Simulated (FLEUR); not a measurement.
# Si (P-1) in FLEUR: convergence with Kmax

Aim: find how far Kmax must go before the results for Si settle, at PBE. This setting moves, with any that are tied to it; all else stays.

Program: FLEUR MaX-R8.1 (later development tree). These are calculated values, not measurements. Logs are shortened: lines on timing, memory, paths and dates and some standing lists are left out, and cuts for length are marked.

**1. The cell of the first run**

The typed cell holds 2 atoms: a = 3.607 Å, b = 3.607 Å, c = 3.607 Å, α = 97.80°, β = 97.80°, γ = 136.76°.

This isn't the form of Si at room conditions, which is diamond.

The cell isn't the ideal one: atoms moved at random.

**2. With Kmax 2.6**

The input, inp.xml:

```xml
<?xml version="1.0" encoding="UTF-8" standalone="no"?>
<fleurInput fleurInputVersion="0.39">
   <comment>
      Si                                                                                                  
   </comment>
   <calculationSetup>
      <cutoffs Kmax="2.6" Gmax="16.5" GmaxXC="16.5" numbands="0"/>
      <scfLoop itmax="60" minDistance="0.00001" maxIterBroyd="15" imix="Anderson" alpha="0.05" precondParam="0.0" spinf="2.0" sdNocoIR="T"/>
      <coreElectrons ctail="T" frcor="F" kcrel="0" coretail_lmax="0"/>
      <xcFunctional name="pbe" relativisticCorrections="F"/>
      <magnetism jspins="1"/>
      <soc l_soc="F" theta="0.0" phi="0.0" spav="F"/>
      <expertModes spex="0" secvar="F"/>
      <geometryOptimization l_f="T" forcealpha="1.0" forcemix="BFGS" epsdisp="0.0005" epsforce="0.0002"/>
      <ldaU l_linMix="F" mixParam="0.05" spinf="1.0"/>
   </calculationSetup>
   <cell>
      <bzIntegration valenceElectrons="24.0" mode="hist" fermiSmearingEnergy="0.00183747">
         <kPointListSelection listName="default-1"/>
         <!-- k-points included here -->
         <xi:include xmlns:xi="http://www.w3.org/2001/XInclude" href="kpts.xml"> </xi:include>
      </bzIntegration>
      <!-- symmetry operations included here -->
      <xi:include xmlns:xi="http://www.w3.org/2001/XInclude" href="sym.xml"> </xi:include>
      <bulkLattice scale="1.0">
         <bravaisMatrix>
            <row-1>   -4.4812441949665560     4.4812441949665560     2.5119475338206350</row-1>
            <row-2>    4.4812441949665560    -4.4812441949665560     2.5119475338206350</row-2>
            <row-3>    4.4812441949665560     4.4812441949665560    -2.5119475338206350</row-3>
         </bravaisMatrix>
      </bulkLattice>
   </cell>
   <atomSpecies>
      <species name="Silicon (Si)" element="Si" atomicNumber="14">
         <mtSphere radius="2.13" gridPoints="711" logIncrement="0.016"/>
         <atomicCutoffs lmax="9" lnonsphr="9"/>
         <electronConfig flipSpins="F">
            <coreConfig>(1s1/2)</coreConfig>
            <valenceConfig>(2s1/2) (2p1/2) (2p3/2) (3s1/2) (3p1/2) (3p3/2)</valenceConfig>
            <stateOccupation state="(3p1/2)" spinUp="0.333333" spinDown="0.333333"/>
            <stateOccupation state="(3p3/2)" spinUp="0.666667" spinDown="0.666667"/>
         </electronConfig>
         <energyParameters s="3" p="3" d="3" f="4"/>
         <lo type="SCLO" l="0" n="2" eDeriv="0"/>
         <lo type="SCLO" l="1" n="2" eDeriv="0"/>
         <lo type="SCLO" l="2" n="3" eDeriv="2"/>
         <lo type="SCLO" l="3" n="4" eDeriv="2"/>
      </species>
   </atomSpecies>
   <atomGroups>
      <atomGroup species="Silicon (Si)">
         <relPos label="                   1">-.3775215000 .3729905000 -.2519980000</relPos>
         <relPos label="                   2">.3775215000 -.3729905000 .2519980000</relPos>
         <force calculate="T" relaxXYZ="TTT"/>
      </atomGroup>
   </atomGroups>
   <output dos="F" band="F" slice="F">
      <checks vchk="F" cdinf="F"/>
      <bandDOS minEnergy="-.5*Htr" maxEnergy="0.5*Htr" sigma="0.015" storeEVData="T"/>
      <vacuumDOS vacdos="F" integ="F" star="F" nstars="0" locx1="0.0" locy1="0.0" locx2="0.0" locy2="0.0" nstm="0" tworkf="0.0"/>
      <unfoldingBand unfoldBand="F" supercellX="1" supercellY="1" supercellZ="1"/>
      <plotting iplot="0" polar="F">
         <plot TwoD="T" vec1="  1.0  0.0  0.0" vec2="  0.0  1.0  0.0" vec3="  0.0  0.0  1.0" zero="  0.0  0.0  0.0" file="plot"/>
      </plotting>
      <chargeDensitySlicing numkpt="0" minEigenval="0.0" maxEigenval="0.0" nnne="0" pallst="F"/>
      <specialOutput eonly="F"/>
      <moessbauerParams electricFieldGradient="T" isomerShift="T" coreHyperfine="T" valenceHyperfine="T"/>
      <magneticCircularDichroism mcd="F" energyLo="-10.0" energyUp="0.0"/>
   </output>
  <!-- We include the file relax.xml here to enable relaxations (see documentation) -->
  <xi:include xmlns:xi="http://www.w3.org/2001/XInclude" href="relax.xml"> <xi:fallback/> </xi:include>
</fleurInput>
```

The input, crystal.txt:

```
Si
&input cartesian=F /
-2.3713723045  2.3713723045  1.3292653899
2.3713723045  -2.3713723045  1.3292653899
2.3713723045  2.3713723045  -1.3292653899
1.8897261246
1.0 1.0 1.0

2
14 0.5006170000  0.5049930000  -0.0090590000
14 0.2556600000  0.7590120000  0.4949370000

&kpt div1=5 div2=5 div3=5 gamma=T /
```

Potentials or basis: all-electron, FLAPW.

Command:

```bash
inpgen -f crystal.txt -profile fastHighL
# inp.xml edited to the form shown
fleur_MPI
```

The log of the run:

```text
Welcome to FLEUR        (www.flapw.de)
      MaX-Release 8.1          (www.max-centre.eu)

 ========== k-point set info ==========
 Selected k-point list: default-1
 k-point list type: mesh
 5 x 5 x 5
 Number of k points: 63

 ------------Calculation Setup---------------------------
 Number of MPI-tasks      :            1
 Number of PE/node        :            1
 Number of OMP-threads    :            1
 Most efficient MPI parallelization for:
           1           3           7           9          21          63
 Additional eigenvalue parallelization possible
 Number of basis functions:          119
 Approximate size of matrices (H+S) per k-point:         0.000 GB
 --------------------------------------------------------
 Iteration:     1   Distance:       6.13404093 me/bohr^3
 Iteration:     2   Distance:       5.80891650 me/bohr^3
 Iteration:     3   Distance:       0.64244599 me/bohr^3
 Iteration:     4   Distance:       0.22916090 me/bohr^3
 Iteration:     5   Distance:       0.10251597 me/bohr^3
 Iteration:     6   Distance:       0.01536024 me/bohr^3
 Iteration:     7   Distance:       0.01308450 me/bohr^3
 Iteration:     8   Distance:       0.00575811 me/bohr^3
 Iteration:     9   Distance:       0.00066424 me/bohr^3
 Iteration:    10   Distance:       0.00055814 me/bohr^3
 Iteration:    11   Distance:       0.00003404 me/bohr^3
 Iteration:    12   Distance:       0.00002364 me/bohr^3
 Iteration:    13   Distance:       0.00001009 me/bohr^3
 Iteration:    14   Distance:       0.00000048 me/bohr^3
 Reset of history

 ********************************************************************
 Run finished successfully
 Stop message:
   Structural relaxation: new displacements generated
 ********************************************************************
```

out.xml (last iteration):

```text
<iteration numberForCurrentRun="   15" overallNumber="   15">
         <energyParameters units="Htr">
            <atomicEP atomType="1" spin="1" branch="3s" branchLowest="-4.57" branchHighest="1.23" value="-0.0020201337"/>
            <atomicEP atomType="1" spin="1" branch="3p" branchLowest="-2.96" branchHighest="1.71" value="0.1812482202"/>
            <atomicEP atomType="1" spin="1" branch="3d" branchLowest="-9.99" branchHighest="2.10" value="0.3744226634"/>
            <atomicEP atomType="1" spin="1" branch="4f" branchLowest="-9.99" branchHighest="4.30" value="0.5420205658"/>
            <loAtomicEP atomType="1" spin="1" branch="2s" branchLowest="-65.06" branchHighest="-4.57" value="-4.5758579811"/>
            <loAtomicEP atomType="1" spin="1" branch="2p" branchLowest="-9.99" branchHighest="-2.96" value="-2.9593804704"/>
            <loAtomicEP atomType="1" spin="1" branch="3d" branchLowest="-9.99" branchHighest="2.10" value="0.3744221565"/>
            <loAtomicEP atomType="1" spin="1" branch="4f" branchLowest="-9.99" branchHighest="4.30" value="0.5420234148"/>
         </energyParameters>
         <eigenvalues>
            <eigenvaluesAt spin="1" ikpt="1" k_x="0.00000000" k_y="0.00000000" k_z="0.00000000">
                      -4.5757787648       -4.5757078400       -2.9593980353       -2.9588975522       -2.9583184129
                      -2.9582702067       -2.9578063974       -2.9577558160       -0.1578337212        0.2636892391
                       0.2639222421        0.2895436317        0.4126160076        0.6344991825        0.6929014821
                       0.6937740487        0.6949955663        0.7399287568        0.7519109283
            </eigenvaluesAt>
[... 42 lines left out ...]
            </electricFieldGradient>
         </moessbauerParams>
         <totalEnergy                                    value="     -580.0325557204" units="Htr">
            <sumOfEigenvalues                            value="     -312.8285004459">
               <coreElectrons value="-260.2385985689"/>
               <valenceElectrons value="-52.5899018771"/>
            </sumOfEigenvalues>
            <densityCoulombPotentialIntegral value="-840.9266273591"/>
            <densityEffectivePotentialIntegral value="-894.9496431387"/>
            <chargeDenXCDenIntegral value="-41.8270467526"/>
            <FockExchangeEnergyValence value="0.0000000000"/>
            <FockExchangeEnergyCore value="0.0000000000"/>
            <atomTypeDependentContributions atomType="1">
               <electronNucleiInteractionDifferentMTs value="684.0212093502"/>
               <MadelungTerm value="-15.8421286308"/>
            </atomTypeDependentContributions>
            <tkbTimesEntropy value="0.0004651524"/>
            <freeEnergy value="-580.0330208728"/>
            <extrapolationTo0K value="-580.0327882966"/>
         </totalEnergy>
         <totalForcesOnRepresentativeAtoms units="Htr/bohr">
            <forceTotal atomType="1" x="2.233963" y="-4.492492" z="0.621624" F_x="0.00058918" F_y="0.00092807" F_z="-0.00009250"/>
         </totalForcesOnRepresentativeAtoms>
      </iteration>
```

It took 54 s on 1 thread of Arm Neoverse V1, shared host; peak memory 0.1 GiB.

What came out:

- Free energy: -15783.5026 eV
- Largest force: 0.057 eV/Å
- Band gap on the k mesh: none (metal or under the smearing width)
- Valence electrons inside the program's atomic spheres: Si 10.05 (radii Si 2.13 bohr)

**3. With Kmax 3**

inp.xml, as its differences from that of step 2:

```diff
@@ -6,3 +6,3 @@
    <calculationSetup>
-      <cutoffs Kmax="2.6" Gmax="16.5" GmaxXC="16.5" numbands="0"/>
+      <cutoffs Kmax="3.0" Gmax="16.5" GmaxXC="16.5" numbands="0"/>
       <scfLoop itmax="60" minDistance="0.00001" maxIterBroyd="15" imix="Anderson" alpha="0.05" precondParam="0.0" spinf="2.0" sdNocoIR="T"/>
```

crystal.txt is that of step 2.

Potentials or basis: all-electron, FLAPW.

Command:

```bash
inpgen -f crystal.txt -profile fastHighL
# inp.xml edited to the form shown
fleur_MPI
```

It took 58 s on 1 thread of Arm Neoverse V1, shared host; peak memory 0.1 GiB.

Results:

```
Free energy                                           : -15783.7734 eV
Largest force                                         : 0.057 eV/Å
Band gap on the k mesh                                : none (metal or under the smearing width)
Valence electrons inside the program's atomic spheres : Si 10.06 (radii Si 2.13 bohr)
```

**4. With Kmax 3.4**

inp.xml, as its differences from that of step 3:

```diff
@@ -6,3 +6,3 @@
    <calculationSetup>
-      <cutoffs Kmax="3.0" Gmax="16.5" GmaxXC="16.5" numbands="0"/>
+      <cutoffs Kmax="3.4" Gmax="16.5" GmaxXC="16.5" numbands="0"/>
       <scfLoop itmax="60" minDistance="0.00001" maxIterBroyd="15" imix="Anderson" alpha="0.05" precondParam="0.0" spinf="2.0" sdNocoIR="T"/>
```

crystal.txt is that of step 3.

Command:

```bash
inpgen -f crystal.txt -profile fastHighL
# inp.xml edited to the form shown
fleur_MPI
```

It took 62 s on 1 thread of Arm Neoverse V1, shared host; peak memory 0.1 GiB.

Results:

```
Free energy                                           : -15783.8441 eV
Largest force                                         : 0.057 eV/Å
Band gap on the k mesh                                : none (metal or under the smearing width)
Valence electrons inside the program's atomic spheres : Si 10.06 (radii Si 2.13 bohr)
```

**5. With Kmax 3.8**

inp.xml, as its differences from that of step 4:

```diff
@@ -6,3 +6,3 @@
    <calculationSetup>
-      <cutoffs Kmax="3.4" Gmax="16.5" GmaxXC="16.5" numbands="0"/>
+      <cutoffs Kmax="3.8" Gmax="16.5" GmaxXC="16.5" numbands="0"/>
       <scfLoop itmax="60" minDistance="0.00001" maxIterBroyd="15" imix="Anderson" alpha="0.05" precondParam="0.0" spinf="2.0" sdNocoIR="T"/>
```

crystal.txt is that of step 4.

Command:

```bash
inpgen -f crystal.txt -profile fastHighL
# inp.xml edited to the form shown
fleur_MPI
```

Wall time 68 s (1 thread of Arm Neoverse V1, shared host); peak memory 0.1 GiB.

What came out:

```yaml
Free_energy: -15783.8653 eV
Largest_force: 0.057 eV/Å
Band_gap_on_the_k_mesh: none (metal or under the smearing width)
Valence_electrons_inside_the_program's_atomic_spheres: Si 10.06 (radii Si 2.13 bohr)
```

**6. With Kmax 4.2**

inp.xml, as its differences from that of step 5:

```diff
@@ -6,3 +6,3 @@
    <calculationSetup>
-      <cutoffs Kmax="3.8" Gmax="16.5" GmaxXC="16.5" numbands="0"/>
+      <cutoffs Kmax="4.2" Gmax="16.5" GmaxXC="16.5" numbands="0"/>
       <scfLoop itmax="60" minDistance="0.00001" maxIterBroyd="15" imix="Anderson" alpha="0.05" precondParam="0.0" spinf="2.0" sdNocoIR="T"/>
```

crystal.txt is that of step 5.

Potentials or basis: all-electron, FLAPW.

Command:

```bash
inpgen -f crystal.txt -profile fastHighL
# inp.xml edited to the form shown
fleur_MPI
```

Wall time 80 s (1 thread of Arm Neoverse V1, shared host); peak memory 0.11 GiB.

What came out:

- Free energy: -15783.8706 eV
- Largest force: 0.057 eV/Å
- Band gap on the k mesh: none (metal or under the smearing width)
- Valence electrons inside the program's atomic spheres: Si 10.06 (radii Si 2.13 bohr)

**7. With Kmax 4.6**

inp.xml, as its differences from that of step 6:

```diff
@@ -6,3 +6,3 @@
    <calculationSetup>
-      <cutoffs Kmax="4.2" Gmax="16.5" GmaxXC="16.5" numbands="0"/>
+      <cutoffs Kmax="4.6" Gmax="16.5" GmaxXC="16.5" numbands="0"/>
       <scfLoop itmax="60" minDistance="0.00001" maxIterBroyd="15" imix="Anderson" alpha="0.05" precondParam="0.0" spinf="2.0" sdNocoIR="T"/>
```

crystal.txt is that of step 6.

Command:

```bash
inpgen -f crystal.txt -profile fastHighL
# inp.xml edited to the form shown
fleur_MPI
```

It took 95 s on 1 thread of Arm Neoverse V1, shared host; peak memory 0.11 GiB.

Results:

```
Free energy                                           : -15783.8720 eV
Largest force                                         : 0.057 eV/Å
Band gap on the k mesh                                : none (metal or under the smearing width)
Valence electrons inside the program's atomic spheres : Si 10.06 (radii Si 2.13 bohr)
```

**8. With Kmax 5**

inp.xml, as its differences from that of step 7:

```diff
@@ -6,3 +6,3 @@
    <calculationSetup>
-      <cutoffs Kmax="4.6" Gmax="16.5" GmaxXC="16.5" numbands="0"/>
+      <cutoffs Kmax="5.0" Gmax="16.5" GmaxXC="16.5" numbands="0"/>
       <scfLoop itmax="60" minDistance="0.00001" maxIterBroyd="15" imix="Anderson" alpha="0.05" precondParam="0.0" spinf="2.0" sdNocoIR="T"/>
```

crystal.txt is that of step 7.

Command:

```bash
inpgen -f crystal.txt -profile fastHighL
# inp.xml edited to the form shown
fleur_MPI
```

It took 2 min on 1 thread of Arm Neoverse V1, shared host; peak memory 0.11 GiB.

What came out:

| Property | Result |
| --- | --- |
| Free energy | -15783.8724 eV |
| Largest force | 0.057 eV/Å |
| Band gap on the k mesh | none (metal or under the smearing width) |
| Valence electrons inside the program's atomic spheres | Si 10.06 (radii Si 2.13 bohr) |

**9. With Kmax 5.5**

inp.xml, as its differences from that of step 8:

```diff
@@ -6,3 +6,3 @@
    <calculationSetup>
-      <cutoffs Kmax="5.0" Gmax="16.5" GmaxXC="16.5" numbands="0"/>
+      <cutoffs Kmax="5.5" Gmax="16.5" GmaxXC="16.5" numbands="0"/>
       <scfLoop itmax="60" minDistance="0.00001" maxIterBroyd="15" imix="Anderson" alpha="0.05" precondParam="0.0" spinf="2.0" sdNocoIR="T"/>
```

crystal.txt is that of step 8.

Potentials or basis: all-electron, FLAPW.

Command:

```bash
inpgen -f crystal.txt -profile fastHighL
# inp.xml edited to the form shown
fleur_MPI
```

Wall time 2.8 min (1 thread of Arm Neoverse V1, shared host); peak memory 0.11 GiB.

What came out:

| Property | Result |
| --- | --- |
| Free energy | -15783.8725 eV |
| Largest force | 0.057 eV/Å |
| Band gap on the k mesh | none (metal or under the smearing width) |
| Valence electrons inside the program's atomic spheres | Si 10.06 (radii Si 2.13 bohr) |

**10. Result**

| Kmax | energy less the tightest run, at zero smearing (meV/atom) | SCF cycles | CPU time (s) | peak memory (GiB) |
| --- | --- | --- | --- | --- |
| 2.6 | 184.89 | 15 | 54 | 0.1 |
| 3 | 49.58 | 15 | 58 | 0.1 |
| 3.4 | 14.22 | 15 | 62 | 0.1 |
| 3.8 | 3.61 | 15 | 68 | 0.1 |
| 4.2 | 0.94 | 15 | 80 | 0.11 |
| 4.6 | 0.24 | 15 | 95 | 0.11 |
| 5 | 0.06 | 15 | 120 | 0.11 |
| 5.5 | 0.00 | 15 | 170 | 0.11 |

Against the tightest run, the energy stays within 1 meV/atom from 4.2 on. The tightest run that finished is the yardstick and may itself not be fully converged.

Caveats: all runs use coarse meshes.
